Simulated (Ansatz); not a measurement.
# GaS: lattice vibrations and screening, part 2 of 2

Aim: for GaS, relax the cell, relax to small forces and stress and compute the phonons at Γ and, if it has a gap, its response to an electric field.

Ansatz 0.2.0; DFT PBE+D3(BJ), scalar-relativistic, plane waves, PAW.

**5. Phonons at the zone centre**

input.yaml reads:

```yaml
crystal:
  lattice:
    - [3.5913109142, 0.0, 0.0]
    - [-1.7956554571, 3.1101664846, 0.0]
    - [0.0, 0.0, 15.5081124205]
  atoms:
    - { symbol: Ga, position: [0.3333333333, 0.6666666667, 0.1710990355] }
    - { symbol: Ga, position: [0.6666666667, 0.3333333333, 0.6710990355] }
    - { symbol: Ga, position: [0.3333333333, 0.6666666667, 0.3289009645] }
    - { symbol: Ga, position: [0.6666666667, 0.3333333333, 0.8289009645] }
    - { symbol: S, position: [0.3333333333, 0.6666666667, 0.600983783] }
    - { symbol: S, position: [0.6666666667, 0.3333333333, 0.100983783] }
    - { symbol: S, position: [0.3333333333, 0.6666666667, 0.899016217] }
    - { symbol: S, position: [0.6666666667, 0.3333333333, 0.399016217] }
basis:
  ecutwfc: 420
kpoints:
  mp_grid: { grid: [6, 6, 1] }
hamiltonian:
  xc: pbe
  dispersion: d3bj
scf:
  occupations: { method: fixed }
output:
  eigenvalues: true
phonons:
  method: dfpt
  dielectric: true
  rigid_motions: translations
  eigenvectors: true
```

Run with:

```bash
$ ansatz run input.yaml --threads 1 --pin off --max-ram 2560MiB --backend cpu --events-out ev --progress --plain --runs-dir out
```

Output:

```text
Warning: RAYON_NUM_THREADS=1 ignored (pool sized by the plan → 1); use --threads N
Engine: ansatz 0.2.0, x86_64-unknown-linux-gnu
Pseudopotentials: kind: paw
Pseudopotential: Ga, paw, valence charge 13, recommended cutoff 420 eV (normal), Ga.paw.azcp
Pseudopotential: S, paw, valence charge 6, recommended cutoff 420 eV (normal), S.paw.azcp
Functional definition: PBE
  parameter kappa = 0.804
  parameter beta = 0.06672455060314922
  exchange = pbe_x(kappa = kappa, mu = beta*pi^2/3)
  correlation = pbe_c(beta = beta)
Crystal: 8 atoms, lattice volume = 173.219 Å³
Basis set: ecut = 420 eV, 3351 PW (Γ), exchange–correlation on 50×50×216 points (8 copies of the dense FFT grid, shifted against one another)
Bands: 46, of which v1, the nominal top of the filled ones, is band 38 counted from 1 (37 counted from 0)
Symmetry: 24 space group operations
k-points: 13 of 36 (irreducible under 2 space group operations, time reversal used)
Non-local potential: Ga, projectors of the file, l = 0: 2, l = 1: 2, l = 2: 3, l = 3: 1
Non-local potential: S, projectors of the file, l = 0: 2, l = 1: 2, l = 2: 2
PAW form: soft (Blöchl's): semilocal exchange-correlation on the pseudo side does not see the compensation charge
PAW one-centre angular grid: Ga, 590 points (default); XC on 64 Gauss nodes
PAW one-centre angular grid: S, 110 points (default); XC on 64 Gauss nodes
Initial density: superposition of atomic densities (neutral atoms: chi_scale 0, normalization atom), corrected by the library's trained network
Initial wavefunctions: pseudopotential atomic-orbital guess
Functional: x = pbe(κ = 0.804, μ = 0.2195149727645171), c = pbe(β = 0.06672455060314922)
SCF iter   1: F=—  HF=-18747.631197 eV  |F-HF|=—  |Δ(HF+E_count)|=         —  Δρ=1.19e-3  dr2=1.79e-3  ethr=1.77e-3  ⟨swp⟩=4.4  Hψ=1974  notcnv=0  defer=68
preconditioner: auto → Resta (q_TF=auto, 2.378 Å⁻¹)  ε∞=4.0  [insulator: Δε(μ)=1.578 eV  Ē_g=14.156 eV  n_scr=52 (ndim 8)  ℏωp=24.6 eV  f_vac=0.036  ε∞_Penn≈4.0]
SCF iter   2: F=—  HF=-18747.631239 eV  |F-HF|=—  |Δ(HF+E_count)|=   4.24e-5  Δρ=6.44e-4  dr2=4.98e-4  ethr=2.36e-6  ⟨swp⟩=2.0  Hψ=1224  notcnv=0  defer=78
SCF iter   3: F=—  HF=-18747.631692 eV  |F-HF|=—  |Δ(HF+E_count)|=   4.53e-4  Δρ=2.04e-4  dr2=4.18e-5  ethr=6.55e-7  ⟨swp⟩=2.0  Hψ=1071  notcnv=0  defer=76
SCF iter   4: F=—  HF=-18747.631664 eV  |F-HF|=—  |Δ(HF+E_count)|=   2.84e-5  Δρ=6.79e-5  dr2=6.58e-6  ethr=5.51e-8  ⟨swp⟩=2.0  Hψ=1043  notcnv=0  defer=52
SCF iter   5: F=—  HF=-18747.631740 eV  |F-HF|=—  |Δ(HF+E_count)|=   7.64e-5  Δρ=1.86e-5  dr2=1.25e-6  ethr=8.65e-9  ⟨swp⟩=2.0  Hψ=759  notcnv=0  defer=49
SCF iter   6: F=—  HF=-18747.631741 eV  |F-HF|=—  |Δ(HF+E_count)|=   8.42e-7  Δρ=7.77e-6  dr2=1.77e-7  ethr=1.64e-9  ⟨swp⟩=2.0  Hψ=735  notcnv=0  defer=49
SCF iter   7: F=—  HF=-18747.631741 eV  |F-HF|=—  |Δ(HF+E_count)|=   2.31e-7  Δρ=3.40e-6  dr2=2.94e-8  ethr=2.33e-10  ⟨swp⟩=2.0  Hψ=779  notcnv=0  defer=49
SCF iter   8: F=—  HF=-18747.631741 eV  |F-HF|=—  |Δ(HF+E_count)|=   1.98e-8  Δρ=5.35e-7  dr2=5.03e-10  ethr=3.87e-11  ⟨swp⟩=2.1  Hψ=801  notcnv=0  defer=49
SCF iter   9: F=-18747.631741 eV  HF=-18747.631741 eV  |F-HF|=3.64e-11  |Δ(HF+E_count)|=  4.87e-10  Δρ=9.10e-8  dr2=1.93e-11  ethr=1.00e-12  ⟨swp⟩=13.1  Hψ=3872  notcnv=0
SCF 1 converged in 9 iterations: F = -18747.631741 eV  dr2 = 1.93e-11
NSCF: frozen V_eff on 4 k-points
DFPT response loops at Γ: preconditioner auto → Resta (q_TF=auto, 2.378 Å⁻¹)  ε∞=6.2 (no band partly filled); β = 1.00, the filter's whole step (`scf.mixing.beta` (0.50) is not read by the response loops at its default; to damp them type it under 1.00, their step now; it binds the ground state too); Broyden in place of MSR1
── the response to a field inside a basis, on 14×14×4 k-points: an SCF that follows is theirs, and a resumed run solves both again ──
Bands: 39, of which v1, the nominal top of the filled ones, is band 38 counted from 1 (37 counted from 0)
k-points: 112 of 784 (irreducible under 8 space group operations)
Initial density: handed on by an earlier stage of this run
Initial wavefunctions: pseudopotential atomic-orbital guess (no wavefunctions were taken with the density)
Eigensolver: Dense (112 Hₖ)
SCF iter   1: F=—  HF=-18747.247566 eV  |F-HF|=—  |Δ(HF+E_count)|=         —  Δρ=7.98e-4  dr2=5.09e-4  ethr=1.00e-1
preconditioner: auto → Resta (q_TF=auto, 2.378 Å⁻¹)  ε∞=4.7  [insulator: Δε(μ)=1.664 eV  Ē_g=12.808 eV  n_scr=52 (ndim 8)  ℏωp=24.6 eV  f_vac=0.037  ε∞_Penn≈4.7]
SCF iter   2: F=—  HF=-18747.247688 eV  |F-HF|=—  |Δ(HF+E_count)|=   1.22e-4  Δρ=4.42e-4  dr2=1.67e-4  ethr=6.69e-7
SCF iter   3: F=—  HF=-18747.247769 eV  |F-HF|=—  |Δ(HF+E_count)|=   8.09e-5  Δρ=1.59e-4  dr2=3.28e-5  ethr=2.20e-7
SCF iter   4: F=—  HF=-18747.247771 eV  |F-HF|=—  |Δ(HF+E_count)|=   1.81e-6  Δρ=3.15e-5  dr2=2.39e-6  ethr=4.32e-8
SCF iter   5: F=—  HF=-18747.247772 eV  |F-HF|=—  |Δ(HF+E_count)|=   1.83e-6  Δρ=9.26e-6  dr2=2.47e-7  ethr=3.15e-9
SCF iter   6: F=-18747.247773 eV  HF=-18747.247773 eV  |F-HF|=3.08e-8  |Δ(HF+E_count)|=   2.17e-7  Δρ=2.79e-6  dr2=1.67e-8  ethr=3.24e-10
SCF 1 converged in 6 iterations: F = -18747.247773 eV  dr2 = 1.67e-8
DFPT response loops at Γ: preconditioner auto → Resta (q_TF=auto, 2.378 Å⁻¹)  ε∞=6.0 (no band partly filled); β = 1.00, the filter's whole step (`scf.mixing.beta` (0.50) is not read by the response loops at its default; to damp them type it under 1.00, their step now; it binds the ground state too); Broyden in place of MSR1
SCF converged after 9 iterations
Free energy (F): -18747.631741 eV
Harris-Foulkes:  -18747.631741 eV  (|F-HF|=3.64e-11)
Internal energy: -18747.631741 eV  (E = F + TS)
E sigma→0 (E₀):  -18747.631741 eV
Fermi energy:    6.279995 eV
--- Per-component energies (eV) ---
  E_band       = -319.294742
  E_kinetic    = 888.878052
  E_local      = -10077.323123  (includes V_loc(G=0)·N_el)
  E_nonlocal   = 1815.262369
  E_hartree    = 4651.080128
  E_xc         = -663.717605
  E_vxc        = -580.245845  (∫ρ·V_xc dr)
  E_paw        = -10358.585016  (= ΣΔE_a)
  E_vpaw       = -1668.025779  (= ΣTr[D̂ρ^β])
  E_aug_tail   = -0.000449  (compensation charges beyond the density's cutoff)
  E_ewald      = -5001.053229
  E_disp       = -2.172867  (pairwise vdW)
  E_smearing   = -0.000000  (= −TS)
  E_closure    = 0.000000  (closes the sum)
  Σ components = -18747.631741   (vs F -18747.631741, Δ=0.00e0)
--- Band table (eV; the first three rows and the last of 13) ---
  k-point 0: bands = ["-8.6754", "-8.6725", "-8.5426", "-8.5426", "-8.5424", "-8.5424", "-8.4872", "-8.4872", "-8.4871", "-8.4871", "-8.4589", "-8.4589", "-8.4589", "-8.4589", "-8.4071", "-8.3876", "-8.3052", "-8.3052", "-8.3051", "-8.3051", "-7.8876", "-7.7038", "-7.5755", "-7.3813", "-0.6712", "-0.2408", "1.7176", "2.8451", "4.6790", "4.6790", "4.7751", "4.7751", "4.7802", "4.7802", "4.8626", "4.8797", "4.8797", "6.2800", "7.9484", "8.6229", "9.1346", "9.3342", "10.8891", "10.8891", "10.9957", "10.9957"]
  k-point 1: bands = ["-8.7084", "-8.7003", "-8.6120", "-8.5986", "-8.5940", "-8.5900", "-8.5344", "-8.5342", "-8.4708", "-8.4707", "-8.4672", "-8.4670", "-8.4515", "-8.4515", "-8.3601", "-8.3566", "-8.3072", "-8.3071", "-8.2620", "-8.2619", "-7.5178", "-7.3499", "-7.2632", "-7.0759", "-0.4447", "-0.1255", "1.8638", "2.3108", "3.1176", "3.2876", "3.3339", "3.9716", "4.2713", "4.3990", "4.4075", "4.5436", "5.2284", "6.0652", "9.0421", "9.3037", "9.3665", "9.6376", "10.8035", "11.0074", "11.3305", "11.3506"]
  k-point 2: bands = ["-8.7906", "-8.7824", "-8.7166", "-8.7069", "-8.6011", "-8.5996", "-8.5267", "-8.5264", "-8.4825", "-8.4822", "-8.4378", "-8.4377", "-8.4277", "-8.4276", "-8.3643", "-8.3632", "-8.3111", "-8.3109", "-8.2032", "-8.2032", "-6.6965", "-6.5561", "-6.5148", "-6.3613", "-0.5623", "-0.4720", "0.4879", "0.6825", "1.7909", "2.3939", "2.9112", "3.6263", "3.7724", "3.8161", "3.9556", "3.9773", "5.0826", "5.1715", "8.1047", "8.5973", "8.6326", "8.9731", "10.4952", "10.7784", "11.0116", "11.1158"]
  k-point 12: bands = ["-8.8140", "-8.8093", "-8.7449", "-8.7395", "-8.5972", "-8.5964", "-8.5364", "-8.5360", "-8.4780", "-8.4778", "-8.4307", "-8.4306", "-8.4265", "-8.4264", "-8.3581", "-8.3575", "-8.3195", "-8.3193", "-8.1847", "-8.1846", "-6.1641", "-6.0682", "-6.0313", "-5.9301", "-0.9826", "-0.8752", "-0.1132", "0.0167", "2.1323", "2.1891", "2.6255", "2.6774", "2.8208", "3.1329", "3.4595", "4.1157", "4.4199", "4.8664", "8.5954", "8.7215", "8.9452", "9.4897", "10.3736", "10.8730", "11.1283", "11.1913"]
--- Phonons (Γ-DFPT): 4 representative perturbations + reference, on 13 of 36 k-points (Σ response iterations 18) ---
  k mesh reduced under 2 symmetry operations, with k and −k counted as one. Each operation leaves every solved perturbation unchanged. A smaller set is not considered because the run solves the response to a homogeneous field
  ASR residual: 1.932e-5 → 0.000e0 eV/Å²; symmetrization residual: 1.727e-5 eV/Å²
  pairwise dispersion correction: d3bj (s6 = 1.0, s8 = 0.7875, a1 = 0.4289, a2_bohr = 4.4407), with the weights of each atom's references fixed at the reference crystal's, and the forces and stress that the weights' published response gives there kept as a pressure on the atom's counted neighbours (hamiltonian.dispersion)
  ASR residual per site (eV/Å²): 6.51e-6 6.51e-6 6.51e-6 6.51e-6 1.93e-5 1.93e-5 1.93e-5 1.93e-5
  Γ frequencies (cm⁻¹): 0.00 0.00 0.00 21.73 21.73 42.63 67.88 67.88 70.09 70.09 176.70 185.86 282.08 282.08 282.45 282.45 286.64 286.64 287.39 287.39 314.85 332.69 355.94 357.89
  ε∞ (high-frequency dielectric tensor):
        6.964389     0.000000     0.000000
        0.000000     6.964389     0.000000
        0.000000     0.000000     5.395772
  ε⁰ (static dielectric tensor: ions relaxed, cell fixed):
       10.185880    -0.000000     0.000000
       -0.000000    10.185880     0.000000
        0.000000     0.000000     5.888012
  ε⁰ − ε∞ (ionic part):
        3.221491    -0.000000     0.000000
       -0.000000     3.221491    -0.000000
        0.000000    -0.000000     0.492239
  softest optical mode at Γ: 21.73 cm⁻¹; the repairs (sum rule, projections) moved no ω² at Γ by more than (1.92 cm⁻¹)²
  Born effective charges Z* (e; rows j = field, columns β = displacement):
    site 0:
         2.26182    0.00000    0.00000
         0.00000    2.26182    0.00000
         0.00000    0.00000    0.97115
    site 1:
         2.26182    0.00000    0.00000
        -0.00000    2.26182    0.00000
         0.00000    0.00000    0.97115
    site 2:
         2.26182    0.00000   -0.00000
         0.00000    2.26182    0.00000
         0.00000    0.00000    0.97115
    site 3:
         2.26182    0.00000   -0.00000
        -0.00000    2.26182    0.00000
         0.00000    0.00000    0.97115
    site 4:
        -2.26182   -0.00000    0.00000
         0.00000   -2.26182   -0.00000
        -0.00000   -0.00000   -0.97115
    site 5:
        -2.26182    0.00000   -0.00000
        -0.00000   -2.26182   -0.00000
        -0.00000   -0.00000   -0.97115
    site 6:
        -2.26182   -0.00000    0.00000
         0.00000   -2.26182   -0.00000
        -0.00000   -0.00000   -0.97115
    site 7:
        -2.26182   -0.00000   -0.00000
         0.00000   -2.26182   -0.00000
         0.00000   -0.00000   -0.97115
  Z* charge neutrality: 3.712e-2 e pre-enforcement
  solved inside a basis spanned on kpoints, on 14×14×4 k-points: ε∞ is read to err by 4.6e-2, Z* by 2.6e-2 e (field_mesh: kpoints solves on kpoints); Z* is corrected for what the basis lacks
  optical modes at Γ without the LO–TO term, one row a degenerate level:
      ω (cm⁻¹)  modes    IR ((D/Å)²/amu)
         21.73      2             0.0000
         42.63      1             0.0000
         67.88      2             0.0000
         70.09      2             0.0000
        176.70      1             0.0000
        185.86      1             0.0000
        282.08      2             0.0000
        282.45      2             0.0000
        286.64      2            42.9934
        287.39      2             0.0000
        314.85      1             3.9631
        332.69      1             0.0000
        355.94      1             0.0000
        357.89      1             0.0000
  optical modes at Γ + LO–TO along q̂ = [1.0000, 0.0000, 0.0000]:
      ω (cm⁻¹)  modes    IR ((D/Å)²/amu)
         21.73      2             0.0000
         42.63      1             0.0000
         67.88      2             0.0000
         70.09      2             0.0000
        176.70      1             0.0000
        185.86      1             0.0000
        282.08      2             0.0000
        282.45      2             0.0000
        286.64      1            21.4967
        287.39      2             0.0000
        314.85      1             3.9631
        332.69      1             0.0000
        346.65      1            21.4967
        355.94      1             0.0000
        357.89      1             0.0000
  optical modes at Γ + LO–TO along q̂ = [0.0000, 1.0000, 0.0000]:
      ω (cm⁻¹)  modes    IR ((D/Å)²/amu)
         21.73      2             0.0000
         42.63      1             0.0000
         67.88      2             0.0000
         70.09      2             0.0000
        176.70      1             0.0000
        185.86      1             0.0000
        282.08      2             0.0000
        282.45      2             0.0000
        286.64      1            21.4967
        287.39      2             0.0000
        314.85      1             3.9631
        332.69      1             0.0000
        346.65      1            21.4967
        355.94      1             0.0000
        357.89      1             0.0000
  optical modes at Γ + LO–TO along q̂ = [0.0000, 0.0000, 1.0000]:
      ω (cm⁻¹)  modes    IR ((D/Å)²/amu)
         21.73      2             0.0000
         42.63      1             0.0000
         67.88      2             0.0000
         70.09      2             0.0000
        176.70      1             0.0000
        185.86      1             0.0000
        282.08      2             0.0000
        282.45      2             0.0000
        286.64      2            42.9934
        287.39      2             0.0000
        328.90      1             3.9631
        332.69      1             0.0000
        355.94      1             0.0000
        357.89      1             0.0000
```

Wall time 9.9 min (1 thread of Intel Xeon at 2.50GHz (Skylake/Cascade Lake), shared host); peak memory 1.8 GiB.

The optical modes at Γ, the three translations left out and without the macroscopic field of LO modes (i: imaginary):

| cm⁻¹ | modes | IR intensity ((D/Å)²/amu) |
| --- | --- | --- |
| 22 | 2 | 0.00 |
| 43 | 1 | 0.00 |
| 68 | 2 | 0.00 |
| 70 | 2 | 0.00 |
| 177 | 1 | 0.00 |
| 186 | 1 | 0.00 |
| 282 | 2 | 0.00 |
| 282 | 2 | 0.00 |
| 287 | 2 | 42.99 |
| 287 | 2 | 0.00 |
| 315 | 1 | 3.96 |
| 333 | 1 | 0.00 |
| 356 | 1 | 0.00 |
| 358 | 1 | 0.00 |

Displacements in the lowest optical mode (22 cm⁻¹), eigenvector over the root of the mass, scaled so that the longest move is 1. It is one member of a degenerate level, so its direction within the level is arbitrary.

| atom | x | y | z |
| --- | --- | --- | --- |
| Ga1 | -0.31 | -0.95 | 0.00 |
| Ga2 | 0.31 | 0.95 | 0.00 |
| Ga3 | -0.31 | -0.95 | 0.00 |
| Ga4 | 0.31 | 0.95 | 0.00 |
| S5 | 0.31 | 0.94 | 0.00 |
| S6 | -0.31 | -0.94 | 0.00 |
| S7 | 0.31 | 0.94 | 0.00 |
| S8 | -0.31 | -0.94 | 0.00 |

Displacements in the highest mode (358 cm⁻¹), eigenvector over the root of the mass, scaled so that the longest move is 1.

| atom | x | y | z |
| --- | --- | --- | --- |
| Ga1 | 0.00 | 0.00 | 0.72 |
| Ga2 | 0.00 | 0.00 | 0.72 |
| Ga3 | 0.00 | 0.00 | -0.72 |
| Ga4 | 0.00 | 0.00 | -0.72 |
| S5 | 0.00 | 0.00 | -1.00 |
| S6 | 0.00 | 0.00 | -1.00 |
| S7 | 0.00 | 0.00 | 1.00 |
| S8 | 0.00 | 0.00 | 1.00 |

Diagonal Born charges in e, distinct sites:

| atom | Z*xx | Z*yy | Z*zz | mean |
| --- | --- | --- | --- | --- |
| Ga1 | 2.26 | 2.26 | 0.97 | 1.83 |
| S5 | -2.26 | -2.26 | -0.97 | -1.83 |

Each polar mode adds Δε = (4.92064×10⁷/V)·S/ν² along x (S its oscillator strength in e²/amu, ν in cm⁻¹, V = 173.22 Å³):

| ν (cm⁻¹) | S_xx | Δε |
| --- | --- | --- |
| 286.6 | 0.9318 | 3.22 |

The sum is 3.22; with ε∞,xx = 6.96 that makes 10.19, and the run's static tensor has 10.19.

For a wave vector along x the longitudinal modes lie at 347 cm⁻¹. The Lyddane–Sachs–Teller product Π(ν_LO/ν_TO)² = 1.46 matches ε0/ε∞ = 1.46.

**6. Summary of results**

The summary covers parts 1 to 2. Changes of volume or cell count from the first structure of part 1.

| quantity | value |
| --- | --- |
| relaxed cell | a = 3.591 Å, b = 3.591 Å, c = 15.508 Å, α = 90.00°, β = 90.00°, γ = 120.00° |
| space group (0.01 Å) | P6_3/mmc (No. 194) |
| volume | 21.65 Å³/atom |
| optical modes at Γ (without the LO field) | 22 to 358 cm⁻¹ |
| ε∞, principal values | 5.40, 6.96, 6.96 |
| ε0 with the ions free | 5.9, 10.2, 10.2 |
| mean Born charges | Ga +1.83, S -1.83 e |
| LO modes for q along x | 347 cm⁻¹ |

**Reading.** The volume hardly moved (+0.4 %). No zone-centre mode is imaginary. That tests stability at Γ alone. The ions give 26 % of the static dielectric constant. Measured lines, each beside the nearest calculated frequency (matched by position alone): 23 measured, 22 calculated; 75 measured, 70 calculated; 188 measured, 186 calculated; 292 measured, 287 calculated cm⁻¹; the first is 22.7 cm⁻¹ (300 K; a printed reference work, other).
